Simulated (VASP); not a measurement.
Crystal: Br.

```
Br
1.0
     4.59760    0.00000    0.00000
     0.00000    4.59760    0.00000
     0.00000    0.00000    4.59760
Br
3
Direct
  0.50000 0.00000 0.00000
  0.00000 0.50000 0.00000
  0.00000 0.00000 0.50000
```

Base run:

```yaml
Program: VASP 6.6.1
Functional: r2SCAN
Potentials_or_basis: VASP PAW PBE potentials, release 64 (Br)
Cutoff: 520 eV
k_mesh: 5 × 5 × 5
Occupations: fermi-dirac, width 0.3 eV
Spin: no spin polarisation
```

Its results: band gap on the k mesh none (metal or under the smearing width); pressure 0.3 GPa.

**Question.** The run is repeated on the same cell with these changes: occupations from fermi-dirac, width 0.3 eV to fermi-dirac, width 0.5 eV. What comes out?

**Answer.** Band gap on the k mesh none (metal or under the smearing width); pressure 1.5 GPa.

Caveats: the PAW data sets were made with another functional, which shifts forces and pressure a little; an odd number of electrons without spin polarisation forces a metal; a magnetic or distorted state may lie lower.
